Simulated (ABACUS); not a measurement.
Input of an ABACUS 3.10.1 run:

INPUT

```
INPUT_PARAMETERS
suffix              Mg
calculation         scf
basis_type          pw
pseudo_dir          ./
symmetry            1
dft_functional      pbe
ecutwfc             84
pseudo_rcut         10
nspin               1
nbands              9
ks_solver           dav
smearing_method     fd
smearing_sigma      0.00367493
scf_thr             1e-08
scf_nmax            100
mixing_type         broyden
mixing_beta         0.7
cal_force           1
cal_stress          1
kpar                4
```

Contents of STRU:

```
ATOMIC_SPECIES
Mg 24.3050 Mg.upf

LATTICE_CONSTANT
1.8897261246

LATTICE_VECTORS
-1.7883760000 1.8240100000 1.6922720000
1.8243840000 -1.8250340000 1.7327570000
1.7940440000 1.8307020000 -1.6933920000

ATOMIC_POSITIONS
Direct

Mg
0.0
1
0.0016640000 0.0188180000 0.0106910000 1 1 1
```

Contents of KPT:

```
K_POINTS
0
Gamma
11 11 11 0 0 0
```

Potentials or basis: PseudoDojo NC SR 0.4.1 PBE standard, plane waves.

Run with:

```sh
$ OMP_NUM_THREADS=1 mpirun -np 4 abacus > log
```

**Question.** What does it give for the band gap on the k mesh?

**Answer.** None (metal or under the smearing width).

**Question.** What does it give for the pressure?

**Answer.** 0.5 GPa.

Stress tensor (GPa, compression positive):
```
 0.52 -0.06 -0.74
-0.06  0.12  0.02
-0.74  0.02  0.90
```
